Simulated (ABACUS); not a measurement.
# BaTiO3 (Barioperovskite) (Amm2) in ABACUS: further runs, part 2 of 2

ABACUS 3.10.1. Earlier steps stand in the parts before.

## Step 3: Single point, LDA

Input file INPUT:

```
INPUT_PARAMETERS
suffix              BaTiO3
calculation         scf
basis_type          pw
pseudo_dir          ./
symmetry            1
dft_functional      pz
ecutwfc             92
pseudo_rcut         7
nspin               1
nbands              30
ks_solver           dav
smearing_method     fd
smearing_sigma      0.00367493
scf_thr             1e-08
scf_nmax            100
mixing_type         broyden
mixing_beta         0.7
cal_force           1
cal_stress          1
out_chg             1
kpar                4
```

Input file STRU:

```
ATOMIC_SPECIES
Ba 137.3270 Ba.upf
Ti 47.8670 Ti.upf
O 15.9990 O.upf

LATTICE_CONSTANT
7.5315034697

LATTICE_VECTORS
1.0000000000 0.0000000000 0.0000000000
0.0000000000 0.7118052942 0.7138752980
0.0000000000 -0.7118052942 0.7138752980

ATOMIC_POSITIONS
Cartesian

Ba
0.0
1
0.0000000000 0.0000000000 0.0000000000 1 1 1

Ti
0.0
1
0.5000000000 0.0000000000 0.7315794053 1 1 1

O
0.0
3
0.5000000000 0.3463644562 1.0687284311 1 1 1
0.5000000000 -0.3463644562 1.0687284311 1 1 1
0.0000000000 0.0000000000 0.6958856404 1 1 1
```

Input file KPT:

```
K_POINTS
0
Gamma
6 6 6 0 0 0
```

Potentials or basis: PseudoDojo NC SR 0.4.1 LDA stringent, plane waves.

Launch:

```sh
> OMP_NUM_THREADS=1 mpirun -np 4 abacus > log
```

running log:

```text
ABACUS v3.10.1

               Atomic-orbital Based Ab-initio Computation at UStc

 ------------------------------------------------------------------------------------

 READING GENERAL INFORMATION
                           global_out_dir = OUT.BaTiO3/
                           global_in_card = INPUT
                               pseudo_dir = ./
                              orbital_dir =
                                    DSIZE = 4
                                    GSIZE = 1

 READING UNITCELL INFORMATION
                                    ntype = 3
                  lattice constant (Bohr) = 7.5315
              lattice constant (Angstrom) = 3.9855

 READING ATOM TYPE 1
                               atom label = Ba
                      L=0, number of zeta = 1
                      L=1, number of zeta = 1
                      L=2, number of zeta = 1
             number of atom for this type = 1

 READING ATOM TYPE 2
                               atom label = Ti
                      L=0, number of zeta = 1
                      L=1, number of zeta = 1
                      L=2, number of zeta = 1
             number of atom for this type = 1

 READING ATOM TYPE 3
                               atom label = O
                      L=0, number of zeta = 1
                      L=1, number of zeta = 1
                      L=2, number of zeta = 1
             number of atom for this type = 3

                        TOTAL ATOM NUMBER = 5
CARTESIAN COORDINATES ( UNIT =       7.531503469700 Bohr ).
    atom                   x                   y                   z     mag                  vx                  vy                  vz
tauc_Ba1            0.0000000000        0.0000000000        0.0000000000  0.0000        0.0000000000        0.0000000000        0.0000000000
tauc_Ti1            0.5000000000        0.0000000000        0.7315794053  0.0000        0.0000000000        0.0000000000        0.0000000000
tauc_O1            0.5000000000        0.3463644562        1.0687284311  0.0000        0.0000000000        0.0000000000        0.0000000000
[... 282 lines left out ...]

 -------------------------------------------
 SELF-CONSISTENT
 -------------------------------------------
                                 init_chg = atomic

 PW ALGORITHM --------------- ION=   1  ELEC=   1--------------------------------

 Density error is 1.909550644
                          Error Threshold = 0.01
----------------------------------------------------------
     Energy           Rydberg                 eV
----------------------------------------------------------
 E_KohnSham     -273.9317539523      -3727.0327168854
 E_Harris       -272.9727177509      -3713.9843599575
 E_Fermi        0.8238234805         11.2086934816
----------------------------------------------------------
[... 123 lines left out ...]
 Density error is 2.86313771823e-11
                          Error Threshold = 4.65240235512e-11
----------------------------------------------------------
     Energy           Rydberg                 eV
----------------------------------------------------------
 E_KohnSham     -274.8780907708      -3739.9082898443
 E_KS(sigma->0) -274.8780907708      -3739.9082898438
 E_Harris       -274.8781347669      -3739.9088884423
 E_band         -10.9736543868       -149.3042275430
 E_one_elec     -71.9420709767       -978.8220912038
 E_Hartree      59.4335999030        808.6356113324
 E_xc           -55.4520519981       -754.4638729664
 E_Ewald        -206.9175676989      -2815.2579370055
 E_entropy(-TS) -0.0000000001        -0.0000000010
 E_descf        0.0000000000         0.0000000000
 E_exx          0.0000000000         0.0000000000
 E_Fermi        0.8026119532         10.9200958461
----------------------------------------------------------

 charge density convergence is achieved
 final etot is -3739.9082898 eV
 EFERMI = 10.920095846 eV

 STATE ENERGY(eV) AND OCCUPATIONS    NSPIN == 1
 1/13 kpoint (Cartesian) = 0.0000 0.0000 0.0000 (6503 pws)
       1       -45.9074     0.00925926
       2       -22.4766     0.00925926
       3       -22.4744     0.00925926
       4       -22.4601     0.00925926
       5       -14.7386     0.00925926
       6       -6.55737     0.00925926
[... 182 lines left out ...]
      29        18.7012    1.92263e-69
      30        18.8503    9.73599e-71

[... levels at 7 further k points ...]

------------------------------------------------------------------------------------------
 TOTAL-FORCE (eV/Angstrom)
------------------------------------------------------------------------------------------
                       Ba1         0.0000000000         0.0000000000         0.1642561116
                       Ti1         0.0000000000         0.0000000000         0.2316812217
                        O1         0.0000000000        -0.0618433394        -0.3108094363
                        O2         0.0000000000         0.0618433394        -0.3108094363
                        O3         0.0000000000         0.0000000000         0.2256815392
------------------------------------------------------------------------------------------

----------------------------------------------------------------
 TOTAL-STRESS (KBAR)
----------------------------------------------------------------
       -79.6900973264         0.0000000000         0.0000000000
         0.0000000000       -78.0502014673         0.0000000000
         0.0000000000         0.0000000000       -84.4148652868
----------------------------------------------------------------
 TOTAL-PRESSURE: -80.718388 KBAR

 --------------------------------------------
 !FINAL_ETOT_IS -3739.9082898443075464 eV
 --------------------------------------------
```

stdout:

```text
ABACUS v3.10.1

               Atomic-orbital Based Ab-initio Computation at UStc

 dft_functional readin is: pz
 dft_functional in pseudopot file is: SLAPWNOGXNOGC
 Please make sure this is what you need
[... 47 lines left out ...]
 DA12    -3.73990829e+03  -3.92822479e-08   2.8631e-11   3.48
----------------------------------------------------------------
 TOTAL-STRESS (KBAR)
----------------------------------------------------------------
       -79.6900973264         0.0000000000         0.0000000000
         0.0000000000       -78.0502014673         0.0000000000
         0.0000000000         0.0000000000       -84.4148652868
----------------------------------------------------------------
 TOTAL-PRESSURE: -80.718388 KBAR
```

Run time: 54 s. Hardware: 4 MPI ranks of Intel Xeon Platinum 8488C (Sapphire Rapids), shared host; peak memory 0.72 GiB.

Results:

- Free energy: -3739.9083 eV
- Pressure: -8.1 GPa
- Largest force: 0.317 eV/Å
- Band gap on the k mesh: 1.82 eV, indirect (least direct gap 2.01 eV)

Forces on the atoms (eV/Å):
```
Ba   0.000  0.000  0.164
Ti   0.000  0.000  0.232
O    0.000 -0.062 -0.311
O    0.000  0.062 -0.311
O    0.000  0.000  0.226
```

Caveat: spin-orbit coupling is left out, which moves the levels of the heavy elements.
